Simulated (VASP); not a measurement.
# MgSn2N2 (I4/mmm) in VASP: further runs

One crystal, MgSn2N2, is run at these levels: PBE; tasks: relaxation of cell and atoms.

All numbers are computed with VASP 6.6.1; they aren't measurements. Logs are shortened: lines on timing, memory, paths and dates and some standing lists are left out, and cuts for length are marked.

### Step 1. Starting point

It takes space group I4/mmm (No. 139, tetragonal). Conventional cell: a = 4.349 Å, b = 4.349 Å, c = 9.957 Å, α = 90.00°, β = 90.00°, γ = 90.00°. Mg (site symmetry 4/mmm) is surrounded by 8 N at 3.31 Å and 10 Sn at 3.32 to 3.73 Å. Sn (site symmetry 4mm) has 1 Sn at 2.49 Å and 4 N at 2.51 Å as nearest neighbours. N (site symmetry -4m2) is surrounded by 4 Sn at 2.51 Å.

The cell was built by a generator and needn't be a form met in nature.

### Step 2. Relaxation of cell and atoms, PBE

INCAR reads:

```
SYSTEM = MgSn2N2
PREC = Normal
ENCUT = 520
EDIFF = 1E-4
ISMEAR = 0
SIGMA = 0.15
LREAL = .FALSE.
LASPH = .TRUE.
NELM = 60
ALGO = Fast
ISIF = 3
LWAVE = .FALSE.
LCHARG = .FALSE.
GGA = PE
IBRION = 2
NSW = 24
EDIFFG = -0.08
```

KPOINTS reads:

```
Automatic mesh
0
G
  5 5 5
  0 0 0
```

POSCAR reads:

```
MgSn2N2
1.0
   -2.1745022700      2.1745022700      4.9784698800
    2.1745022700     -2.1745022700      4.9784698800
    2.1745022700      2.1745022700     -4.9784698800
Mg Sn N
1 2 2
Direct
    0.0000000000      0.0000000000      0.0000000000
    0.3750000000      0.3750000000      0.0000000000
    0.6250000000      0.6250000000      0.0000000000
    0.7500000000      0.2500000000      0.5000000000
    0.2500000000      0.7500000000      0.5000000000
```

Potentials or basis: VASP PAW PBE potentials, release 64 (Mg, Sn_d, N).

Launch:

```
$ cat potpaw_PBE.64/Mg/POTCAR potpaw_PBE.64/Sn_d/POTCAR potpaw_PBE.64/N/POTCAR > POTCAR
$ mpirun -np 1 vasp_std > vasp.out
```

OUTCAR:

```text
SYSTEM = MgSn2N2
   PREC = Normal
   ENCUT = 520
   EDIFF = 1E-4
   ISMEAR = 0
   LREAL = .FALSE.
   LASPH = .TRUE.
   NELM = 60
   ISIF = 3
   GGA = PE
   IBRION = 2
   NSW = 24
   EDIFFG = -0.08

 ion  position               nearest neighbor table
   1  0.000  0.000  0.000-   3 3.32   3 3.32   3 3.32   2 3.32   3 3.32   2 3.32   2 3.32   2 3.32

   2  0.375  0.375  0.000-   3 2.49   4 2.51   5 2.51   5 2.51   4 2.51   1 3.32   1 3.32   1 3.32
                             1 3.32
   3  0.625  0.625  0.000-   2 2.49   4 2.51   5 2.51   4 2.51   5 2.51   1 3.32   1 3.32   1 3.32
                             1 3.32
   4  0.750  0.250  0.500-   2 2.51   3 2.51   2 2.51   3 2.51
   5  0.250  0.750  0.500-   2 2.51   3 2.51   2 2.51   3 2.51

  LATTYP: Found a body centered tetragonal cell.
 ALAT       =     4.3490045400
 C/A-ratio  =     2.2894755957

  Lattice vectors:

 A1 = (  -2.1745022700,   2.1745022700,   4.9784698800)
 A2 = (   2.1745022700,  -2.1745022700,   4.9784698800)
 A3 = (   2.1745022700,   2.1745022700,  -4.9784698800)

Analysis of symmetry for initial positions (statically):
=====================================================================
 Subroutine PRICEL returns:
 Original cell was already a primitive cell.

 Routine SETGRP: Setting up the symmetry group for a
 body centered tetragonal supercell.

 Subroutine GETGRP returns: Found 16 space group operations
 (whereof 16 operations were pure point group operations)
 out of a pool of 16 trial point group operations.

The static configuration has the point symmetry D_4h.

Analysis of symmetry for dynamics (positions and initial velocities):
=====================================================================
 Subroutine PRICEL returns:
 Original cell was already a primitive cell.

 Routine SETGRP: Setting up the symmetry group for a
 body centered tetragonal supercell.

 Subroutine GETGRP returns: Found 16 space group operations
 (whereof 16 operations were pure point group operations)
 out of a pool of 16 trial point group operations.

The dynamic configuration has the point symmetry D_4h.

 Subroutine INISYM returns: Found 16 space group operations
 (whereof 16 operations are pure point group operations),
 and found     1 'primitive' translations

----------------------------------------------------------------------------------------

                                     Primitive cell

  volume of cell :      94.1620

  direct lattice vectors                    reciprocal lattice vectors
    -2.174502270  2.174502270  4.978469880     0.000000000  0.229937677  0.100432465
     2.174502270 -2.174502270  4.978469880     0.229937677  0.000000000  0.100432465
     2.174502270  2.174502270 -4.978469880     0.229937677  0.229937677  0.000000000

  length of vectors
     5.851673486  5.851673486  5.851673486     0.250914358  0.250914358  0.325180981

  position of ions in fractional coordinates (direct lattice)
     0.000000000  0.000000000  0.000000000
     0.375000000  0.375000000  0.000000000
     0.625000000  0.625000000  0.000000000
     0.750000000  0.250000000  0.500000000
     0.250000000  0.750000000  0.500000000

  ion indices of the primitive-cell ions
   primitive index   ion index
                 1           1
                 2           2
                 3           3
                 4           4
                 5           5

----------------------------------------------------------------------------------------

 KPOINTS: Automatic mesh

Automatic generation of k-mesh.
 Grid dimensions read from file:
 generate k-points for:    5    5    5

 Generating k-lattice:

  Cartesian coordinates                     Fractional coordinates (reciprocal lattice)
     0.000000000  0.045987535  0.020086493     0.200000000 -0.000000000  0.000000000
     0.045987535  0.000000000  0.020086493    -0.000000000  0.200000000  0.000000000
     0.045987535  0.045987535  0.000000000     0.000000000  0.000000000  0.200000000

  Length of vectors
     0.050182872  0.050182872  0.065036196

  Shift w.r.t. Gamma in fractional coordinates (k-lattice)
     0.000000000  0.000000000  0.000000000

 Subroutine IBZKPT returns following result:
 ===========================================

 Found     18 irreducible k-points:

 Following reciprocal coordinates:
            Coordinates               Weight
  0.000000  0.000000  0.000000      1.000000
  0.200000  0.000000  0.000000      8.000000
  0.400000  0.000000  0.000000      8.000000
  0.200000  0.200000  0.000000      8.000000
  0.400000  0.200000  0.000000     16.000000
 -0.400000  0.200000  0.000000     16.000000
[... 10 lines left out ...]
 -0.400000  0.400000  0.400000      4.000000
 -0.400000 -0.400000  0.400000      2.000000
   k-points           NKPTS =     18   k-points in BZ     NKDIM =     18   number of bands    NBANDS=     24
   number of dos      NEDOS =    301   number of ions     NIONS =      5
   total plane-waves  NPLWV =  46656
   dimension x,y,z NGX =    36 NGY =   36 NGZ =   36
   dimension x,y,z NGXF=    72 NGYF=   72 NGZF=   72
   ions per type =               1   2   2
   NGX,Y,Z   is equivalent  to a cutoff of  10.23, 10.23, 10.23 a.u.
   NGXF,Y,Z  is equivalent  to a cutoff of  20.46, 20.46, 20.46 a.u.
 SYSTEM =  MgSn2N2
   PREC   = normal    normal or accurate (medium, high low for compatibility)
   ISTART =      0    job   : 0-new  1-cont  2-samecut
   ICHARG =      2    charge: 1-file 2-atom 10-const
   ISPIN  =      1    spin polarized calculation?
   LNONCOLLINEAR =      F non collinear calculations
   LSORBIT =      F    spin-orbit coupling
   LASPH  =      T    aspherical Exc in radial PAW
   ENCUT  =  520.0 eV  38.22 Ry    6.18 a.u.  10.88 10.88 10.88*2*pi/ulx,y,z
   NELM   =     60;   NELMIN=  2; NELMDL= -5     # of ELM steps
   EDIFF  = 0.1E-03   stopping-criterion for ELM
   LREAL  =      F    real-space projection
   EDIFFG = -.8E-01   stopping-criterion for IOM
   NSW    =     24    number of steps for IOM
   IBRION =      2    ionic relax: 0-MD 1-quasi-New 2-CG
   NFREE  =      1    steps in history (QN), initial steepest desc. (CG)
   ISIF   =      3    stress and relaxation
   ISYM   =      2    0-nonsym 1-usesym 2-fastsym
   POTIM  = 0.5000    time-step for ionic-motion
   TEBEG  =    0.0;   TEEND  =   0.0 temperature during run
   PSTRESS=    0.0 pullay stress
   NELECT =      40.0000    total number of electrons
   NUPDOWN=      -1.0000    fix difference up-down
   EMIN   =  10.00;   EMAX   =-10.00  energy-range for DOS
   EFERMI =   0.00;   METHOD = LEGACY
   ISMEAR =     0;   SIGMA  =   0.15  broadening in eV -4-tet -1-fermi 0-gaus
   EFERMI_NEDOS =   21; number of points for ismear=-14 and -15
   IALGO  =     68    algorithm
   IMIX   =      4    mixing-type and parameters
     AMIX     =   0.40;   BMIX     =  1.00
     AMIX_MAG =   1.60;   BMIX_MAG =  1.00
  volume/ion in A,a.u.               =      18.83       127.09
  Fermi-wavevector in a.u.,A,eV,Ry     =   1.230655  2.325601 20.606180  1.514512
  Thomas-Fermi vector in A             =   2.365495
   LORBIT       =      0    0 simple, 1 ext, 2 COOP (PROOUT), +10 PAW based schemes
   GGA     = PE    functional components
   LHFCALC =     F    Hartree Fock is set to
   AEXX    =    0.0000 exact exchange contribution
   IVDW    =     0    specifies the selected vdW correction
   LEPSILON=     F    determine dielectric tensor
   LRPA    =     F    only Hartree local field effects (RPA)
 conjugate gradient relaxation of ions
 non-spin polarized calculation
 RMM-DIIS sequential band-by-band and
 Gauss-broadening in eV      SIGMA  =   0.15
  energy-cutoff  :      520.00
  volume of cell :       94.16
 maximum number of plane-waves:      2558
   NGX = 21   NGY = 21   NGZ = 21

--------------------------------------- Ionic step        1  -------------------------------------------

 number of electron      39.9999972 magnetization

 Free energy of the ion-electron system (eV)
  ---------------------------------------------------
  ext. energy  EPLUGINS =         0.00000000
  ---------------------------------------------------
  free energy    TOTEN  =       -20.80838932 eV

  energy without entropy =      -20.77446375  energy(sigma->0) =      -20.79142654

------------------------ aborting loop because EDIFF is reached ----------------------------------------

  FORCE on cell =-STRESS in cart. coord.  units (eV):
  Direction    XX          YY          ZZ          XY          YZ          ZX
  --------------------------------------------------------------------------------------
  -------------------------------------------------------------------------------------
  Total       -6.6594679     -6.6594679      0.9340842      0.0000000      0.0000000      0.0000000
  in kB     -113.3116358   -113.3116358     15.8935535      0.0000000      0.0000000      0.0000000
  external PRESSURE =     -70.2432393 kB  Pullay stress =       0.0000000 kB
[... 297 lines left out ...]
  energy  without entropy=      -23.1291378593  energy(sigma->0) =      -23.14195188

--------------------------------------- Ionic step        9  -------------------------------------------

 number of electron      39.9999996 magnetization

 Free energy of the ion-electron system (eV)
  ---------------------------------------------------
  ext. energy  EPLUGINS =         0.00000000
  ---------------------------------------------------
  free energy    TOTEN  =       -23.16337213 eV

  energy without entropy =      -23.14030780  energy(sigma->0) =      -23.15183996

 E-fermi :   6.9911     XC(G=0): -10.3574

 val. band max:        6.9775497208   @ k =   0.2000   0.0000   0.0000
 cond. band min:       7.0300718273   @ k =   0.2000   0.2000   0.2000
 fundamental gap:      0.0525221064
 Fermi energy:         6.9911040327

 k-point     1 :       0.0000    0.0000    0.0000
  band No.  band energies     occupation
      1     -14.7857      2.00000
      2     -14.6965      2.00000
      3     -14.6551      2.00000
      4     -14.6551      2.00000
      5     -14.6171      2.00000
      6     -14.6135      2.00000
[... 507 lines left out ...]
  FREE ENERGIE OF THE ION-ELECTRON SYSTEM (eV)
  ---------------------------------------------------
  free  energy   TOTEN  =       -23.1633721270 eV

  energy  without entropy=      -23.1403078008  energy(sigma->0) =      -23.15183996

 reached required accuracy - stopping structural energy minimisation
```

Run time: 81 s. Hardware: 1 thread of Intel Xeon 6975P-C (Granite Rapids), shared host; peak memory 0.23 GiB.

What came out:

```yaml
Free_energy: -23.1634 eV
Relaxed_volume: 17.19 Å³/atom
Relaxed_cell: a = 5.815 Å, b = 5.815 Å, c = 5.815 Å, α = 138.35°, β = 138.35°, γ = 60.37°
Space_group_after_relaxing_to_0.05_Å: I4/mmm (No. 139)
Energy_gained_by_relaxing: 471.0 meV/atom
Ionic_steps: 9
Pressure_after_relaxing: 0.0 GPa
Largest_force_after_relaxing: 0.006 eV/Å
Band_gap_on_the_k_mesh: none (metal or under the smearing width)
```

Forces on the atoms (eV/Å):
```
Mg   0.000  0.000  0.000
Sn   0.000  0.000  0.006
Sn   0.000  0.000 -0.006
N    0.000  0.000  0.000
N    0.000  0.000  0.000
```

Step by step:
| step | energy change (eV) | largest force (eV/Å) | pressure (GPa) | volume (Å³) |
| --- | --- | --- | --- | --- |
| 1 | 0.0000 | 6.6984 | -7.02 | 94.16 |
| 2 | -2.3299 | 0.0555 | 2.37 | 83.19 |
| 3 | -2.3322 | 0.2758 | 1.36 | 83.57 |
| 4 | -2.3461 | 0.2492 | -0.14 | 85.36 |
| 5 | -2.3460 | 0.2718 | -1.30 | 86.13 |
| 6 | -2.3464 | 0.3427 | -0.34 | 85.67 |
| 7 | -2.3463 | 0.2385 | -0.88 | 85.90 |
| 8 | -2.3464 | 0.3679 | -0.55 | 85.79 |
| 9 | -2.3550 | 0.0056 | 0.00 | 85.93 |

Final structure:
```yaml
crystal:
  lattice:
    - [-2.06732, 2.06732, 5.02676]
    - [2.06732, -2.06732, 5.02676]
    - [2.06732, 2.06732, -5.02676]
  atoms:
    - { symbol: Mg, position: [0.00000, 0.00000, 0.00000] }
    - { symbol: Sn, position: [0.34002, 0.34002, 0.00000] }
    - { symbol: Sn, position: [0.65998, 0.65998, 0.00000] }
    - { symbol: N, position: [0.75000, 0.25000, 0.50000] }
    - { symbol: N, position: [0.25000, 0.75000, 0.50000] }
```

Levels at points of the mesh, in eV from the Fermi level:
```csv
k point,band 16,band 17,band 18,band 19,band 20,band 21,band 22,band 23,band 24
"(0.00, 0.00, 0.00)",-5.41,-2.06,-2.06,-1.89,-0.76,1.36,1.67,1.67,1.69
```

Caveat: the k mesh is coarse (spacing up to 0.41 Å⁻¹), so the values aren't converged; the relaxation stopped at a loose force limit of 0.08 eV/Å, so its end isn't a converged minimum.

### Step 3. Relaxation of cell and atoms, PBE

This run uses another cell than the first one, of 21.53 Å³/atom, 1.143 times its volume.

INCAR is that of step 2.

KPOINTS reads:

```
Automatic mesh
0
G
  4 4 2
  0 0 0
```

POSCAR reads:

```
MgSn2N2
1.0
    2.4538686400     -2.8625194700      0.0000000000
    2.4538686400      2.8625194700      0.0000000000
    0.0000000000      0.0000000000      7.6642094500
Mg Sn N
1 2 2
Direct
    0.0000000000      0.0000000000      0.5000000000
    0.2910550300      0.2910550300      0.0000000000
    0.7089449700      0.7089449700      0.0000000000
    0.0000000000      0.0000000000      0.7403982300
    0.0000000000      0.0000000000      0.2596017700
```

Potentials or basis: VASP PAW PBE potentials, release 64 (Mg, Sn_d, N).

Launch:

```
$ cat potpaw_PBE.64/Mg/POTCAR potpaw_PBE.64/Sn_d/POTCAR potpaw_PBE.64/N/POTCAR > POTCAR
$ mpirun -np 1 vasp_std > vasp.out
```

It took 2.6 min on 1 thread of Intel Xeon 6975P-C (Granite Rapids), shared host; peak memory 0.2 GiB.

The run converged. Its results:

```
Free energy                            : -23.8621 eV
Relaxed volume                         : 26.57 Å³/atom
Relaxed cell                           : a = 4.436 Å, b = 4.436 Å, c = 6.753 Å, α = 90.00°, β = 90.00°, γ = 88.23°
Space group after relaxing (to 0.05 Å) : Cmmm (No. 65)
Energy gained by relaxing              : 1641.0 meV/atom
Ionic steps                            : 16
Pressure after relaxing                : 0.0 GPa
Largest force after relaxing           : 0.066 eV/Å
Band gap on the k mesh                 : none (metal or under the smearing width)
```

Forces on the atoms (eV/Å):
```
Mg   0.000  0.000  0.000
Sn  -0.061  0.000  0.000
Sn   0.061  0.000  0.000
N    0.000  0.000 -0.066
N    0.000  0.000  0.066
```

Stress tensor (GPa, compression positive):
```
 0.28  0.00  0.00
 0.00  0.04  0.00
 0.00  0.00 -0.38
```

Step by step:
```csv
step,energy change (eV),largest force (eV/Å),pressure (GPa),volume (Å³)
1,0.0000,19.7198,18.61,107.67
2,48.9815,106.4649,73.39,144.49
3,6.3976,17.1206,17.23,118.58
4,-2.5246,11.6139,13.51,116.21
5,-3.2361,7.4922,12.40,112.76
6,-3.5818,4.1883,10.25,110.22
7,-3.8723,5.7281,9.99,111.41
8,-7.5157,2.6877,-3.93,134.70
9,-7.5499,2.4676,-4.93,137.47
10,-7.5447,2.5582,-4.62,136.33
11,-8.1446,0.4790,1.83,130.17
12,-8.1788,0.6277,-0.19,131.28
13,-8.1787,0.5348,0.43,131.17
14,-8.1973,0.4013,0.76,132.24
15,-8.1995,0.2584,0.28,131.99
16,-8.2052,0.0658,-0.02,132.84
```

Final structure:
```
Mg Sn N
1.0
     3.18505   -3.08803    0.00000
     3.18505    3.08803    0.00000
     0.00000    0.00000    6.75302
Mg Sn N
1 2 2
Direct
  0.00000 0.00000 0.50000
  0.23893 0.23893 0.00000
  0.76107 0.76107 0.00000
  0.00000 0.00000 0.78433
  0.00000 0.00000 0.21567
```

Levels at points of the mesh, in eV from the Fermi level:
```
           k point  band 18  band 19  band 20  band 21  band 22  band 23
(0.00, 0.00, 0.00)    -1.95    -1.15    -1.13     0.94     1.01     1.20
(0.50, 0.00, 0.00)    -1.89    -1.31    -1.26     1.43     2.32     2.66
(0.50, 0.50, 0.00)    -1.87    -1.59    -0.16     0.56     2.83     2.97
(0.00, 0.00, 0.50)    -1.85    -1.29    -1.11    -0.27     1.27     3.60
(0.50, 0.00, 0.50)    -2.12    -1.52    -1.08     1.82     2.41     2.41
(0.50, 0.50, 0.50)    -2.69    -1.89     0.10     0.92     2.04     3.36
```

Caveat: the k mesh is coarse (spacing up to 0.42 Å⁻¹), so the values aren't converged; the volume moved by over 15 % at a fixed basis, so the end points are rough; the relaxation stopped at a loose force limit of 0.08 eV/Å, so its end isn't a converged minimum.

[end of part 1 of 2]
